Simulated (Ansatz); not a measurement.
# Pb (Im-3m) in Ansatz: notebook, part 2 of 2

Ansatz 0.2.0. Earlier steps stand in the parts before.

## (3) Ladder of functionals, revPBE+D4 (volume scaled by 0.92)

Input file input.yaml:

```yaml
crystal:
  lattice:
    - [-1.9253947743, 1.9253947743, 1.9253947743]
    - [1.9253947743, -1.9253947743, 1.9253947743]
    - [1.9253947743, 1.9253947743, -1.9253947743]
  atoms:
    - { symbol: Pb, position: [0.0, 0.0, 0.0] }
hamiltonian:
  xc: revpbe
  pseudopotentials: { kind: paw, accuracy: stringent }
  dispersion: d4
kpoints:
  mp_grid: { grid: [9, 9, 9] }
scf:
  occupations: { method: gaussian, width: 0.1 }
  lower_state_search: light
output:
  forces: true
  stress: true
  eigenvalues: true
  xc_energy_on_converged_density: [lda, pbe, pbesol, rpbe, blyp, r2scan]
accuracy: low
```

Potentials or basis: SSSP precision PAW.

Command:

```
> ansatz run input.yaml --threads 1 --pin off --max-ram 2560MiB --backend cpu --events-out ev --progress --plain --runs-dir out
```

Output:

```text
Warning: The stringent table, which hamiltonian.pseudopotentials names, holds the potential of the library's standard table for Pb (one content_sha256, or a second file that the publisher made of the same generator input, which states another). The run takes no other species from the library, so that hamiltonian.pseudopotentials.accuracy: standard would change no potential of it. For Pb the stringent table recommends other cutoffs, which a deck that states both cutoffs itself does not take, and that is all that sets it apart from standard there. The deck needs no change, but a comparison with a run at hamiltonian.pseudopotentials.accuracy: standard does not test the potential of Pb. With hamiltonian.pseudopotentials.accuracy and source left out a run reads another potential of Pb, from this project's own files. To test it, run on another potential, such as that of hamiltonian.pseudopotentials: {kind: paw}
Warning: RAYON_NUM_THREADS=1 ignored (pool sized by the plan → 1); use --threads N
Engine: ansatz 0.2.0, aarch64-unknown-linux-gnu
Pseudopotentials: kind: paw
Pseudopotential: Pb, paw, valence charge 14, recommended cutoff 612.256191 eV (normal), Pb.paw.azcp
Functional definition: revPBE
  parameter kappa = 1.245
  parameter beta = 0.06672455060314922
  exchange = pbe_x(kappa = kappa, mu = beta*pi^2/3)
  correlation = pbe_c(beta = beta)
Crystal: 1 atoms, lattice volume = 28.551 Å³
Basis set: ecut = 612.256191 eV, 959 PW (Γ), exchange–correlation on 90×90×90 points (8 copies of the dense FFT grid, shifted against one another)
Bands: 11, of which v1, the nominal top of the filled ones, is band 7 counted from 1 (6 counted from 0)
Symmetry: 48 space group operations
Space group: Im-3m (ITA 229), of the structure as read, at distance tolerance 3.1e-5 Å
k-points: 35 of 729
Non-local potential: Pb, projectors of the file, l = 0: 2, l = 1: 2, l = 2: 2
PAW form: compensated (Kresse and Joubert's): semilocal exchange-correlation on the pseudo side sees the compensation charge
PAW one-centre angular grid: Pb, 590 points (default); XC on 119 of its mesh's 1007 points in the sphere
Initial density: superposition of atomic densities (chi_scale 0.1, normalization cell)
Initial wavefunctions: pseudopotential atomic-orbital guess
Functional: x = revpbe(κ = 1.245, μ = 0.2195149727645171), c = pbe(β = 0.06672455060314922)
Listed functional: x = slater, c = lda
Listed functional: x = pbe(κ = 0.804, μ = 0.2195149727645171), c = pbe(β = 0.06672455060314922)
Listed functional: x = pbesol(κ = 0.804, μ = 0.12345679012345678), c = pbesol(β = 0.046)
Listed functional: x = rpbe, c = pbe(β = 0.06672455060314922)
Listed functional: x = b88, c = lyp
Listed functional: x = r2scan, c = r2scan; τ floored in thin density (d = 2e-4 eV/Å³)
SCF iter   1: F=—  HF=-11855.806217 eV  |F-HF|=—  |Δ(HF+E_count)|=         —  Δρ=9.33e-3  dr2=3.44e-2  ethr=3.10e-3  ⟨swp⟩=7.0  Hψ=3060  notcnv=0
preconditioner: auto → Kerker (q_TF=auto, 2.423 Å⁻¹)  [metal: Δε(μ)=0.096 eV  Ē_g=20.317 eV  σ=0.100 eV  W_gap=0.47  n_scr=12 (ndim 8)  ℏωp=26.0 eV  f_vac=0.000  D(μ)=0.38/eV (n_scr^D=0)]
SCF iter   2: F=—  HF=-11855.800397 eV  |F-HF|=—  |Δ(HF+E_count)|=   5.82e-3  Δρ=5.77e-3  dr2=1.37e-2  ethr=2.46e-4  ⟨swp⟩=1.7  Hψ=697  notcnv=0
preconditioner: auto → none  [insulator: Δε(μ)=0.106 eV  Ē_g=20.402 eV  σ=0.100 eV  W_gap=0.52  n_scr=12 (ndim 8)  ℏωp=26.0 eV  f_vac=0.000  D(μ)=0.37/eV (n_scr^D=0)  ε∞_Penn≈2.6]
SCF iter   3: F=—  HF=-11855.798194 eV  |F-HF|=—  |Δ(HF+E_count)|=   2.20e-3  Δρ=5.52e-3  dr2=2.96e-3  ethr=9.80e-5  ⟨swp⟩=2.5  Hψ=637  notcnv=0  defer=3
SCF iter   4: F=—  HF=-11855.798352 eV  |F-HF|=—  |Δ(HF+E_count)|=   1.58e-4  Δρ=2.48e-3  dr2=8.56e-4  ethr=2.11e-5  ⟨swp⟩=2.5  Hψ=705  notcnv=0
SCF iter   5: F=—  HF=-11855.798200 eV  |F-HF|=—  |Δ(HF+E_count)|=   1.51e-4  Δρ=1.47e-3  dr2=2.92e-4  ethr=6.11e-6  ⟨swp⟩=1.2  Hψ=421  notcnv=0  defer=1
SCF iter   6: F=—  HF=-11855.798137 eV  |F-HF|=—  |Δ(HF+E_count)|=   6.39e-5  Δρ=1.85e-4  dr2=1.03e-5  ethr=2.09e-6  ⟨swp⟩=2.3  Hψ=587  notcnv=0  defer=2
SCF iter   7: F=—  HF=-11855.798130 eV  |F-HF|=—  |Δ(HF+E_count)|=   6.92e-6  Δρ=4.32e-5  dr2=4.66e-7  ethr=7.33e-8  ⟨swp⟩=2.1  Hψ=625  notcnv=0  defer=2
SCF iter   8: F=-11855.798130 eV  HF=-11855.798130 eV  |F-HF|=1.45e-9  |Δ(HF+E_count)|=   7.95e-8  Δρ=1.77e-5  dr2=2.05e-8  ethr=7.14e-10  ⟨swp⟩=8.4  Hψ=2233  notcnv=0
SCF 1 converged in 8 iterations: F = -11855.798130 eV  dr2 = 2.05e-8
SCF converged after 8 iterations
Free energy (F): -11855.798130 eV
Harris-Foulkes:  -11855.798130 eV  (|F-HF|=1.45e-9)
Internal energy: -11855.796315 eV  (E = F + TS)
E sigma→0 (E₀):  -11855.797222 eV
Entropy (-TS):   -0.001815 eV (-1.815 meV/atom)
Fermi energy:    12.345622 eV
--- Per-component energies (eV) ---
  E_band       = -19.655299
  E_kinetic    = 424.537621
  E_local      = -940.381311  (includes V_loc(G=0)·N_el)
  E_nonlocal   = 175.292443
  E_hartree    = 344.952403
  E_xc         = -604.744632
  E_vxc        = -318.401383  (∫ρ·V_xc dr)
  E_paw        = -9921.181889  (= ΣΔE_a)
  E_vpaw       = -50.606921  (= ΣTr[D̂ρ^β])
  E_aug_tail   = 0.000009  (compensation charges beyond the density's cutoff)
  E_ewald      = -1333.638139
  E_disp       = -0.632820  (pairwise vdW)
  E_smearing   = -0.001815  (= −TS)
  E_closure    = 0.000000  (closes the sum)
  Σ components = -11855.798130   (vs F -11855.798130, Δ=0.00e0)
--- Forces (eV/Å), atoms counted from 1 ---
  atom   1  Pb    -0.00000000    -0.00000000     0.00000000
  max |Σ_I F_I| component: 6.08e-31 eV/Å
--- Stress (GPa, compression-positive) ---
        3.110371       0.000000       0.000000
        0.000000       3.110371       0.000000
        0.000000       0.000000       3.110371
  P = ⅓ Tr σ = 3.1104 GPa (31.104 kbar)
--- E_xc of listed functionals on the converged density (eV per cell; not total energies) ---
  on the closing iteration's output density plus the core of the run's pseudopotentials (for a meta-GGA, its output tau too, plus the cores' where a run under it adds that), as the run's own E_xc is; on PAW an entry holds the one-centre parts besides; self-consistent for revpbe alone
  E_xc = -10217.628751  lda
  E_xc = -10518.332953  pbe
  E_xc = -10368.526227  pbesol
  E_xc = -10533.617102  rpbe
  E_xc = -10545.832921  blyp
  E_xc = -10533.492315  r2scan
--- Band table (eV; the first three rows and the last of 35) ---
  k-point 0: bands = ["-4.9519", "-4.9519", "-4.9519", "-4.6707", "-4.6707", "0.1093", "20.5015", "20.5015", "20.5015", "23.9001", "23.9001"]
  k-point 1: bands = ["-4.9640", "-4.9387", "-4.9009", "-4.6837", "-4.6716", "0.3769", "18.1254", "19.6345", "20.1016", "22.5948", "23.2903"]
  k-point 2: bands = ["-4.9944", "-4.9205", "-4.7691", "-4.7065", "-4.6739", "1.1823", "14.4397", "18.0919", "19.1570", "21.3666", "22.4557"]
  k-point 34: bands = ["-5.0158", "-5.0049", "-4.5565", "-4.5565", "-4.5510", "7.0209", "11.7916", "12.0406", "12.0406", "17.0238", "17.7531"]
```

Run time: 1.7 s. Hardware: 1 thread of Arm Neoverse V2, shared host; peak memory 0.35 GiB.

The run converged, but some of its settings lie outside the range that counts as converged (typed here: scf.lower_state_search = light; accuracy = low), so its numbers aren't taken as properties of the crystal.

Results:

- Free energy: -11855.7981 eV
- Pressure: 3.1 GPa
- Band gap on the k mesh: none (metal or under the smearing width)

Caveat: the potentials were made for another functional, which shifts forces and pressure; pairwise dispersion overbinds metals, which lowers pressure and volume.

## (4) Density of states, HSEsol

Input file input.yaml:

```yaml
crystal:
  lattice: { a: 3.95931913, b: 3.95931913, c: 3.95931913, alpha: 90.0, beta: 90.0, gamma: 90.0 }
  space_group: 229
  reduce_to_primitive: true
  atoms:
    - { symbol: Pb, wyckoff: "2a", position: [0.0, 0.0, 0.0] }
hamiltonian:
  xc:
    exchange: hjs_pbesol
    correlation: pbesol
    exx: { coeff: 0.25, omega: 0.207 }
  pseudopotentials: { kind: nc, accuracy: standard }
kpoints:
  mp_grid: { grid: [7, 7, 7] }
scf:
  occupations: { method: gaussian, width: 0.01 }
  n_extra_bands: 6
output:
  forces: true
  stress: true
  eigenvalues: true
  dos: { projected: false, de: 0.05 }
```

Potentials or basis: PseudoDojo standard (PBEsol files).

Command:

```
> ansatz run input.yaml --threads 1 --pin off --max-ram 2560MiB --backend cpu --events-out ev --progress --plain --runs-dir out
```

Output:

```text
Warning: output.stress: scf.convergence.dr2_threshold = 1e-7 eV (the SCF's general default) is looser than the 1e-10 eV advised for a printed stress (1e-10 eV for each atom of the cell: 1). What an SCF threshold leaves in a stress goes as its square root, and in the free energy as the threshold itself, and one threshold admits the most on a small cell: of the crystals measured, under no hybrid functional and no lock of the moments, on runs that ended without the residual-converged pass, on stresses that held no estimate of that error, the worst erred by over 100 MPa in a component at 1e-7 eV an atom and by under 5 at 1e-10. Set scf.convergence.dr2_threshold to 1e-10 eV or tighter. The threshold is an SCF's pass mark: one that does not reach it within its budget of iterations ends unconverged, or closes short of it on a stop that the run arms, and scf.convergence.dr2_threshold's page says what that costs each kind of run
Warning: output.stress: scf.exx.energy_threshold = 1e-6 eV is looser than the 1e-8 eV advised for a stress under a hybrid functional (1e-8 eV for each atom of the cell: 1). Every SCF of the exchange loop can meet its threshold on dr2 while the loop round them stops early: no threshold on dr2 bounds what that leaves in the stress. Set scf.exx.energy_threshold to 1e-8 eV or tighter. The threshold is the loop's pass mark: a loop that does not reach it within its budget of cycles ends unconverged, and scf.exx.energy_threshold's page has the law
Warning: RAYON_NUM_THREADS=1 ignored (pool sized by the plan → 1); use --threads N
crystal.space_group: 229 is read as Im-3m: the typed cell holds Pb2 (Pb 2a). Least distances (Å): Pb–Pb 3.429
scf.n_extra_bands = 6 over 7 filled bands (N_el = 14.0): the run solves 13 bands
[... 1 set-up line as earlier in the session ...]
Pseudopotentials: kind: nc
[... 88 lines left out ...]
       -0.000000      -4.474574       0.000000
       -0.000000       0.000000      -4.474574
  P = ⅓ Tr σ = -4.4746 GPa (-44.746 kbar)
--- Band table (eV; the first three rows and the last of 20) ---
  k-point 0: bands = ["-6.6630", "-6.6630", "-6.6630", "-6.3832", "-6.3832", "-2.2030", "18.5913", "18.5913", "18.5913", "22.7475", "22.7475", "22.7475", "23.1382"]
  k-point 1: bands = ["-6.6825", "-6.6447", "-6.5820", "-6.4034", "-6.3853", "-1.7536", "15.3630", "17.4421", "18.1005", "21.0863", "22.0058", "22.6091", "24.7496"]
  k-point 2: bands = ["-6.7264", "-6.6416", "-6.4223", "-6.3937", "-6.3899", "-0.4125", "10.7524", "15.6319", "17.0683", "19.7420", "21.1400", "23.4936", "25.5211"]
  k-point 19: bands = ["-6.7224", "-6.7054", "-6.2843", "-6.2843", "-6.2745", "4.3604", "10.1082", "10.5266", "10.5266", "16.2144", "17.2803", "27.8701", "29.6719"]
```

Run time: 46 s. Hardware: 1 thread of Arm Neoverse V2, shared host; peak memory 0.95 GiB.

What came out:

```yaml
Free_energy: -1818.8754 eV
Pressure: -4.5 GPa
Band_gap_on_the_k_mesh: none (metal or under the smearing width)
Density_of_states_at_the_Fermi_level: 0.52 states/eV per cell
```

States per cell in windows of 0.5 eV (zero at the Fermi level; states under -8 eV left out):
```csv
from (eV),total
-8.0,0.11
-7.5,0.05
-7.0,0.03
-6.5,0.01
-6.0,0.00
-5.5,0.00
-5.0,0.00
-4.5,0.01
-4.0,0.13
-3.5,0.24
-3.0,0.38
-2.5,0.30
-2.0,0.23
-1.5,0.19
-1.0,0.24
-0.5,0.27
0.0,0.27
0.5,0.27
1.0,0.29
1.5,0.31
2.0,0.31
2.5,0.31
3.0,0.29
3.5,0.29
4.0,0.43
4.5,0.58
5.0,0.27
5.5,0.17
6.0,0.14
6.5,0.15
7.0,0.12
7.5,0.10
```

Caveat: the potentials were made for another functional, which shifts forces and pressure; the thresholds are loose for stress.

## (5) Density of states, rPW86-PBE+rVV10, collinear spin, ferromagnetic start (cell strained at random at fixed volume)

Input file input.yaml:

```yaml
crystal:
  lattice:
    - [-1.975135, 1.973305, 1.983444]
    - [1.941535, -1.980279, 1.956818]
    - [2.00923, 2.014374, -1.990418]
  atoms:
    - { symbol: Pb, spin: 0.5, position_ang: [0.002173925, 0.007506346, 0.001570556] }
hamiltonian:
  xc: { exchange: rpw86, correlation: pbe }
  pseudopotentials: { kind: nc }
  dispersion: rvv10
magnetization:
  spin_polarized: true
kpoints:
  mp_grid: { grid: [7, 7, 7] }
scf:
  occupations: { method: gaussian, width: 0.1 }
  n_extra_bands: 6
  mixing: { algorithm: msr1, beta: 0.5 }
output:
  forces: true
  stress: true
  eigenvalues: true
  dos: { projected: false, de: 0.05, nscf_kmesh: { grid: [11, 11, 11] } }
basis:
  ecutwfc: "200 eV"
```

Potentials or basis: Ansatz NC.

Command:

```
> ansatz run input.yaml --threads 1 --pin off --max-ram 2560MiB --backend cpu --events-out ev --progress --plain --runs-dir out
```

It took 13 s on 1 thread of Arm Neoverse V2, shared host; peak memory 0.28 GiB.

These settings aren't checked as converged (typed here: scf.mixing.algorithm = msr1; scf.mixing.beta = 0.5; basis.ecutwfc = 200 eV): the numbers below hold their error.

What came out:

```
Free energy                          : -2129.1043 eV
Band gap on the k mesh               : none (metal or under the smearing width)
Net moment                           : 0.00 μB per cell
Absolute moment                      : 0.00 μB per cell
Density of states at the Fermi level : 0.52 states/eV per cell
```

Caveat: the potentials were made for another functional, which shifts forces and pressure; the rVV10 pressure on norm-conserving files is uncertain; pairwise dispersion overbinds metals, which lowers pressure and volume; the starting moments weren't kept; the cutoff lies under the one recommended for these potentials.

## (6) The reference run

An earlier run on the cell as given: functional PBE; potentials or basis Ansatz PAW; cutoff 420 eV (not typed: the program's choice for these potentials); k mesh 9 × 9 × 9; occupations fermi-dirac, width 0.05 eV; no spin polarisation.

- Pressure: 0.8 GPa
- Band gap on the k mesh: none (metal or under the smearing width)

## (7) Summary

```tsv
task	level	potentials or basis	k mesh	cutoff (eV)	smearing	gap on the mesh (eV)	pressure (GPa)
projected density of states	exchange-only PBE	SSSP precision PAW	9 × 9 × 9	612	methfessel-paxton 0.1 eV	none	9.6
density of states	HSEsol	PseudoDojo standard (PBEsol files)	7 × 7 × 7	850	gaussian 0.01 eV	none	-4.5
single point	PBE	Ansatz PAW	9 × 9 × 9	420	fermi-dirac 0.05 eV	none	0.8
```

Alike in all rows: no spin polarisation; cell as given.

Caveats: the potentials were made for another functional, which shifts forces and pressure (some runs); the thresholds are loose for stress (some runs).

Total energies depend on the potentials used, so only differences within one code and one set of settings carry meaning.
